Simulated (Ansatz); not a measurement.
# Sn (Im-3m) in Ansatz: settings compared

The runs below take Sn through phonons, elastic constants, with LDA, PBE.

Everything below comes from runs of Ansatz 0.2.0. Logs are shortened: lines on timing, memory, paths and dates and some standing lists are left out, and cuts for length are marked.

## Step 1: The structure

Symmetry: Im-3m, No. 229, cubic system. The conventional cell has a = 3.789 Å, b = 3.789 Å, c = 3.789 Å, α = 90.00°, β = 90.00°, γ = 90.00°. Around Sn (site symmetry m-3m) lie 8 Sn at 3.28 Å.

This isn't the form of Sn at room conditions, which is tetragonal (white tin).

## Step 2: Phonons, LDA

File input.yaml:

```yaml
crystal:
  lattice:
    - [-1.8946518192, 1.8946518192, 1.8946518192]
    - [1.8946518192, -1.8946518192, 1.8946518192]
    - [1.8946518192, 1.8946518192, -1.8946518192]
  atoms:
    - { symbol: Sn, position: [0.0, 0.0, 0.0] }
hamiltonian:
  xc: lda
  pseudopotentials: { kind: paw }
kpoints:
  mp_grid: { grid: [7, 7, 7] }
scf:
  occupations: { method: fermi_dirac, width: 0.05 }
phonons:
  method: dfpt
```

Potentials or basis: Ansatz PAW.

Run with:

```
ansatz run input.yaml --threads 2 --pin off --max-ram 5632MiB --backend cpu --events-out ev --progress --plain --runs-dir out
```

The program printed:

```text
Warning: RAYON_NUM_THREADS=2 ignored (pool sized by the plan → 2); use --threads N
Engine: ansatz 0.2.0, x86_64-unknown-linux-gnu
Pseudopotentials: kind: paw
Pseudopotential: Sn, paw, valence charge 14, recommended cutoff 420 eV (normal), Sn.paw.azcp
Functional definition: SPW92
  exchange = slater_x
  correlation = pw_c
Crystal: 1 atoms, lattice volume = 27.205 Å³
Basis set: ecut = 420 eV, 555 PW (Γ), exchange–correlation on 48×48×48 points (8 copies of the dense FFT grid, shifted against one another)
Bands: 11, of which v1, the nominal top of the filled ones, is band 7 counted from 1 (6 counted from 0)
Symmetry: 48 space group operations
k-points: 40 of 343 (irreducible under 8 space group operations, time reversal used)
Non-local potential: Sn, projectors of the file, l = 0: 2, l = 1: 2, l = 2: 2, l = 3: 2
PAW form: soft (Blöchl's): semilocal exchange-correlation on the pseudo side does not see the compensation charge
PAW frozen core: Sn, regenerated for the run's functional, and the local potential with it (the file was generated under x = pbe(κ = 0.804, μ = 0.2195149727645171), c = pbe(β = 0.06672455060314922))
PAW one-centre angular grid: Sn, 590 points (default); XC on 64 Gauss nodes
Initial density: superposition of atomic densities (neutral atoms: chi_scale 0, normalization atom), corrected by the library's trained network
Initial wavefunctions: pseudopotential atomic-orbital guess
Functional: x = slater, c = lda
SCF iter   1: F=—  HF=-5879.503313 eV  |F-HF|=—  |Δ(HF+E_count)|=         —  Δρ=6.97e-3  dr2=6.05e-3  ethr=1.77e-3  ⟨swp⟩=5.7  Hψ=2568  notcnv=0
preconditioner: auto → none  [insulator: Δε(μ)=0.443 eV  Ē_g=23.139 eV  σ=0.050 eV  W_gap=0.82  n_scr=12 (ndim 8)  ℏωp=26.6 eV  f_vac=0.000  D(μ)=0.89/eV (n_scr^D=12)  ε∞_Penn≈2.3]
SCF iter   2: F=—  HF=-5879.500176 eV  |F-HF|=—  |Δ(HF+E_count)|=   3.14e-3  Δρ=2.65e-3  dr2=9.54e-4  ethr=4.32e-5  ⟨swp⟩=2.2  Hψ=982  notcnv=0
SCF iter   3: F=—  HF=-5879.499888 eV  |F-HF|=—  |Δ(HF+E_count)|=   2.88e-4  Δρ=1.70e-4  dr2=7.97e-6  ethr=6.81e-6  ⟨swp⟩=2.0  Hψ=667  notcnv=0
SCF iter   4: F=—  HF=-5879.499884 eV  |F-HF|=—  |Δ(HF+E_count)|=   4.34e-6  Δρ=6.02e-5  dr2=9.13e-7  ethr=5.69e-8  ⟨swp⟩=2.1  Hψ=694  notcnv=0
SCF iter   5: F=—  HF=-5879.499888 eV  |F-HF|=—  |Δ(HF+E_count)|=   4.85e-6  Δρ=1.20e-5  dr2=2.96e-8  ethr=6.52e-9  ⟨swp⟩=2.0  Hψ=709  notcnv=0
SCF iter   6: F=—  HF=-5879.499888 eV  |F-HF|=—  |Δ(HF+E_count)|=   2.33e-8  Δρ=2.22e-6  dr2=1.28e-9  ethr=2.11e-10  ⟨swp⟩=2.0  Hψ=697  notcnv=0
SCF iter   7: F=—  HF=-5879.499888 eV  |F-HF|=—  |Δ(HF+E_count)|=   1.00e-9  Δρ=2.05e-7  dr2=1.00e-11  ethr=9.18e-12  ⟨swp⟩=2.0  Hψ=715  notcnv=0
SCF iter   8: F=-5879.499888 eV  HF=-5879.499888 eV  |F-HF|=9.09e-13  |Δ(HF+E_count)|=  5.46e-12  Δρ=1.64e-8  dr2=6.95e-14  ethr=1.00e-12  ⟨swp⟩=5.5  Hψ=1625  notcnv=0
SCF 1 converged in 8 iterations: F = -5879.499888 eV  dr2 = 6.95e-14
DFPT response loops at Γ: preconditioner auto → Kerker (q_TF=auto, 2.442 Å⁻¹) (partly filled bands, converged f_vac=0.000); β = 1.00, the filter's whole step (`scf.mixing.beta` (0.50) is not read by the response loops under this deck's `scf.mixing.preconditioner`; to damp them name `kerker` or `kerker_dos`, under which they read `scf.mixing.beta`, and type it under 1.00, their step now; both keys bind the ground state too); Broyden in place of MSR1
SCF converged after 8 iterations
Free energy (F): -5879.499888 eV
Harris-Foulkes:  -5879.499888 eV  (|F-HF|=9.09e-13)
Internal energy: -5879.492495 eV  (E = F + TS)
E sigma→0 (E₀):  -5879.496192 eV
Entropy (-TS):   -0.007393 eV (-7.393 meV/atom)
Fermi energy:    10.791765 eV
--- Per-component energies (eV) ---
  E_band       = -84.779828
  E_kinetic    = 187.142050
  E_local      = -829.445947  (includes V_loc(G=0)·N_el)
  E_nonlocal   = -28.398142
  E_hartree    = 518.573039
  E_xc         = -379.444135
  E_vxc        = -98.995991  (∫ρ·V_xc dr)
  E_paw        = -3993.066272  (= ΣΔE_a)
  E_vpaw       = -352.227863  (= ΣTr[D̂ρ^β])
  E_aug_tail   = -0.000000  (compensation charges beyond the density's cutoff)
  E_ewald      = -1355.277987
  E_core_change = 0.424898  (= ΣΔE_core)
  E_smearing   = -0.007393  (= −TS)
  E_closure    = 0.000000  (closes the sum)
  Σ components = -5879.499888   (vs F -5879.499888, Δ=0.00e0)
--- Band table (eV; the first three rows and the last of 40) ---
  k-point 0: bands = ["-10.9318", "-10.9318", "-10.9318", "-10.7913", "-10.7913", "-0.6076", "18.3155", "18.3155", "18.3155", "22.7181", "22.7181"]
  k-point 1: bands = ["-10.9405", "-10.9197", "-10.8903", "-10.8005", "-10.7925", "-0.1640", "15.3485", "16.9895", "17.7855", "20.5467", "20.9275"]
  k-point 2: bands = ["-10.9600", "-10.9054", "-10.8103", "-10.7957", "-10.7951", "1.1638", "10.8767", "15.1979", "16.7108", "19.2143", "19.5958"]
  k-point 39: bands = ["-10.9433", "-10.9351", "-10.7410", "-10.7410", "-10.7377", "6.7327", "10.2583", "10.2659", "10.2659", "14.6478", "15.9117"]
--- Phonons (Γ-DFPT): 1 representative perturbation + reference, on 40 of 343 k-points (Σ response iterations 2) ---
  k mesh reduced under 8 symmetry operations, with k and −k counted as one. Each operation leaves every solved perturbation unchanged. A smaller set is not used because it would not reduce the number of displacements times k-points to solve
  ASR residual: 3.933e-5 → 0.000e0 eV/Å²; symmetrization residual: 2.168e-19 eV/Å²
  ASR residual per site (eV/Å²): 3.93e-5
  Γ frequencies (cm⁻¹): 0.00 0.00 0.00
  non-analytic LO–TO correction: not included (Born effective charges unavailable; polar crystals: no LO–TO splitting at Γ)
```

It took 0.87 s on 2 threads of Intel Xeon 6975P-C (Granite Rapids), shared host; peak memory 0.38 GiB.

What came out:

| Item | Value |
| --- | --- |
| Free energy | -5879.4999 eV |
| Band gap on the k mesh | none (metal or under the smearing width) |

Caveat: the PAW data sets come from PBE, with cores solved anew for the run's functional, which leaves a small shift of forces and pressure.

## Step 3: Elastic constants, LDA

input.yaml, as its differences from that of step 2:

```diff
@@ -14,3 +14,7 @@
   occupations: { method: fermi_dirac, width: 0.05 }
-phonons:
-  method: dfpt
+output:
+  forces: true
+  stress: true
+elastic:
+  mode: clamped_ion
+  stencil: two_point
```

Potentials or basis: Ansatz PAW.

Run with:

```
ansatz run input.yaml --threads 2 --pin off --max-ram 5632MiB --backend cpu --events-out ev --progress --plain --runs-dir out
```

It took 1.5 s on 2 threads of Intel Xeon 6975P-C (Granite Rapids), shared host; peak memory 0.34 GiB.

Results (log left out):

```yaml
Free_energy: -5879.4999 eV
Pressure: -3.2 GPa
Band_gap_on_the_k_mesh: none (metal or under the smearing width)
Elastic_constants_C11_C12_C44: 80, 28, -17 GPa
Voigt_bulk_modulus: 46 GPa
```

Levels at points of the mesh, in eV from the Fermi level:
| k point | band 4 | band 5 | band 6 | band 7 | band 8 | band 9 | band 10 | band 11 |
| --- | --- | --- | --- | --- | --- | --- | --- | --- |
| (0.00, 0.00, 0.00) | -21.58 | -21.58 | -11.40 | 7.52 | 7.52 | 7.52 | 11.93 | 11.93 |

Elastic tensor in Voigt notation (GPa, in the Cartesian axes of the cell as first typed):
```
 80  28  28   0   0   0
 28  80  28   0   0   0
 28  28  80   0   0   0
  0   0   0 -17   0   0
  0   0   0   0 -17   0
  0   0   0   0   0 -17
```

Caveat: the cell is more than 3 GPa from zero pressure, which shifts response properties; the elastic tensor has a negative eigenvalue, so either the cell is unstable as it stands or the mesh is too thin; the PAW data sets come from PBE, with cores solved anew for the run's functional, which leaves a small shift of forces and pressure.

## Step 4: Phonons, PBE

input.yaml, as its differences from that of step 3:

```diff
@@ -8,3 +8,3 @@
 hamiltonian:
-  xc: lda
+  xc: pbe
   pseudopotentials: { kind: paw }
@@ -14,7 +14,3 @@
   occupations: { method: fermi_dirac, width: 0.05 }
-output:
-  forces: true
-  stress: true
-elastic:
-  mode: clamped_ion
-  stencil: two_point
+phonons:
+  method: dfpt
```

Potentials or basis: Ansatz PAW.

Run with:

```
ansatz run input.yaml --threads 2 --pin off --max-ram 5632MiB --backend cpu --events-out ev --progress --plain --runs-dir out
```

The program printed:

```text
Warning: RAYON_NUM_THREADS=2 ignored (pool sized by the plan → 2); use --threads N
[... 3 set-up lines as earlier in the session ...]
Functional definition: PBE
  parameter kappa = 0.804
  parameter beta = 0.06672455060314922
  exchange = pbe_x(kappa = kappa, mu = beta*pi^2/3)
  correlation = pbe_c(beta = beta)
Crystal: 1 atoms, lattice volume = 27.205 Å³
Basis set: ecut = 420 eV, 555 PW (Γ), exchange–correlation on 48×48×48 points (8 copies of the dense FFT grid, shifted against one another)
Bands: 11, of which v1, the nominal top of the filled ones, is band 7 counted from 1 (6 counted from 0)
[... 1 set-up line as earlier in the session ...]
k-points: 40 of 343 (irreducible under 8 space group operations, time reversal used)
[... 1 set-up line as earlier in the session ...]
[... 26 lines left out ...]
  E_kinetic    = 186.002682
  E_local      = -823.804038  (includes V_loc(G=0)·N_el)
  E_nonlocal   = -32.704551
  E_hartree    = 519.305088
  E_xc         = -382.947062
  E_vxc        = -96.381926  (∫ρ·V_xc dr)
  E_paw        = -4134.735536  (= ΣΔE_a)
  E_vpaw       = -352.723133  (= ΣTr[D̂ρ^β])
  E_aug_tail   = -0.000000  (compensation charges beyond the density's cutoff)
  E_ewald      = -1355.277987
  E_smearing   = -0.007388  (= −TS)
  E_closure    = 0.000000  (closes the sum)
  Σ components = -6024.168791   (vs F -6024.168791, Δ=0.00e0)
--- Band table (eV; the first three rows and the last of 40) ---
  k-point 0: bands = ["-10.7054", "-10.7054", "-10.7054", "-10.5678", "-10.5678", "-0.2278", "18.8155", "18.8155", "18.8155", "22.9522", "22.9522"]
  k-point 1: bands = ["-10.7140", "-10.6935", "-10.6646", "-10.5769", "-10.5690", "0.2173", "15.7735", "17.4425", "18.2506", "20.8147", "21.1653"]
  k-point 2: bands = ["-10.7332", "-10.6795", "-10.5865", "-10.5716", "-10.5714", "1.5511", "11.2579", "15.6256", "17.1256", "19.4975", "19.8274"]
  k-point 39: bands = ["-10.7175", "-10.7094", "-10.5176", "-10.5176", "-10.5143", "7.2034", "10.6265", "10.6265", "10.6619", "14.8611", "16.1564"]
--- Phonons (Γ-DFPT): 1 representative perturbation + reference, on 40 of 343 k-points (Σ response iterations 2) ---
  k mesh reduced under 8 symmetry operations, with k and −k counted as one. Each operation leaves every solved perturbation unchanged. A smaller set is not used because it would not reduce the number of displacements times k-points to solve
  ASR residual: 2.560e-4 → 0.000e0 eV/Å²; symmetrization residual: 1.653e-19 eV/Å²
  ASR residual per site (eV/Å²): 2.56e-4
  Γ frequencies (cm⁻¹): 0.00 0.00 0.00
  non-analytic LO–TO correction: not included (Born effective charges unavailable; polar crystals: no LO–TO splitting at Γ)
```

second_order_force_constants.tsv:

```text
# format = ansatz-second-order-force-constants/2
# a1_ang = -1.8946518192e0 1.8946518192e0 1.8946518192e0
# a2_ang = 1.8946518192e0 -1.8946518192e0 1.8946518192e0
# a3_ang = 1.8946518192e0 1.8946518192e0 -1.8946518192e0
# n_basis = 1
# site_fields = element frac_a1 frac_a2 frac_a3 mass_amu
# site 0 = Sn 0e0 0e0 0e0 1.1871e2
# supercell = 1 1 1
# site_rule = site = cell*n_basis + kappa, cell = (t1*n2 + t2)*n3 + t3, with n1 n2 n3 from the supercell key
# method = dfpt
# k_mesh = 7 7 7
# k_mesh_shift = 0 0 0
# occupation_method = fermi_dirac
# smearing_width_ev = 5e-2
# n_rotations = 48
# rotation 0 = -1 0 0 -1 0 1 -1 1 0
# rotation 1 = -1 0 0 -1 1 0 -1 0 1
# rotation 2 = -1 0 0 0 -1 0 0 0 -1
# rotation 3 = -1 0 0 0 0 -1 0 -1 0
# rotation 4 = -1 0 1 -1 0 0 -1 1 0
# rotation 5 = -1 0 1 -1 1 0 -1 0 0
[... 40 lines left out ...]
# rotation 46 = 1 0 0 1 -1 0 1 0 -1
# rotation 47 = 1 0 0 1 0 -1 1 -1 0
# asr_row_sum_pre_ev_ang2 0 = 2.560159520188718e-4 -7.523163845262638e-37 9.717419966797576e-37 -7.523163845262638e-37 2.560159520188718e-4 4.70197740328915e-37 9.717419966797576e-37 4.70197740328915e-37 2.560159520188718e-4
# asr_residual_pre_ev_ang2 = 2.560159520188718e-4
# asr_residual_post_ev_ang2 = 0e0
# symmetrization_residual_ev_ang2 = 1.6526386944663636e-19
# units = eV/Å^2
# kappa	j	t1	t2	t3	kappa_j	phi_xx	phi_xy	phi_xz	phi_yx	phi_yy	phi_yz	phi_zx	phi_zy	phi_zz
0	0	0	0	0	0	0e0	0e0	0e0	0e0	0e0	0e0	0e0	0e0	0e0
```

Wall time 0.91 s (2 threads of Intel Xeon 6975P-C (Granite Rapids), shared host); peak memory 0.39 GiB.

Results:

| Item | Value |
| --- | --- |
| Free energy | -6024.1688 eV |
| Band gap on the k mesh | none (metal or under the smearing width) |

## Step 5: Overview

```csv
task,level,atoms under strain,gap on the mesh (eV)
phonons,LDA,-,none
elastic constants,LDA,clamped,none
phonons,PBE,-,none
```

Alike in all rows: potentials or basis Ansatz PAW; no spin polarisation; cell as given; k mesh 7 × 7 × 7; cutoff (eV) 420; smearing fermi-dirac 0.05 eV.

Every run on the cell as given and a fine mesh finds a metal.

Caveats: the PAW data sets come from PBE, with cores solved anew for the run's functional, which leaves a small shift of forces and pressure (some runs); the cell is more than 3 GPa from zero pressure, which shifts response properties (some runs); the elastic tensor has a negative eigenvalue, so either the cell is unstable as it stands or the mesh is too thin (some runs).

Absolute energies hang on the potentials; compare differences alone.
